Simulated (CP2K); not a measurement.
Crystal: Sn.

```
CELL_PARAMETERS angstrom
4.57264 0.00000 0.00000
2.28632 3.96002 0.00000
2.28632 1.32001 3.73354
ATOMIC_POSITIONS crystal
Sn 0.75000 0.75000 0.75000
Sn 0.50000 0.50000 0.50000
```

This isn't the form of Sn at room conditions, which is tetragonal (white tin).

Program: CP2K 2026.2. Alike in all runs: task band structure; no spin polarisation; cell as given; k mesh 7 × 7 × 7.

**Question.** Order these runs on this cell by their pressure, lowest first.
A. level PBEsol; potentials or basis POTENTIAL_UZH Sn GTH-PBE-q4; TZVP-MOLOPT-PBE-GTH basis; smearing fermi-dirac 0.0259 eV; NGRIDS 4; potentials Sn GTH-PBE-q4 of POTENTIAL_UZH; points a segment of the path (NPOINTS) 8; CUTOFF of the grids 450 Ry
B. level BLYP; potentials or basis POTENTIAL_UZH Sn GTH-PBE-q4; TZVP-MOLOPT-PBE-GTH basis; smearing fermi-dirac 0.05 eV; NGRIDS 5; potentials Sn GTH-PBE-q4 of POTENTIAL_UZH; points a segment of the path (NPOINTS) 10; CUTOFF of the grids 675 Ry
C. level LDA; potentials or basis GTH_POTENTIALS Sn GTH-PADE-q4; TZVP-MOLOPT-PBE-GTH basis; smearing fermi-dirac 0.05 eV; NGRIDS 4; potentials Sn GTH-PADE-q4 of GTH_POTENTIALS; points a segment of the path (NPOINTS) 8; CUTOFF of the grids 450 Ry

**Answer.** C (-1.0 GPa), A (3.8 GPa), B (5.5 GPa).

Caveats: the basis of atomic orbitals isn't converged, which shifts pressures, moduli and gaps; the potentials were made for another functional, which shifts forces and pressure (some runs).

Not every run made on this cell is shown here.
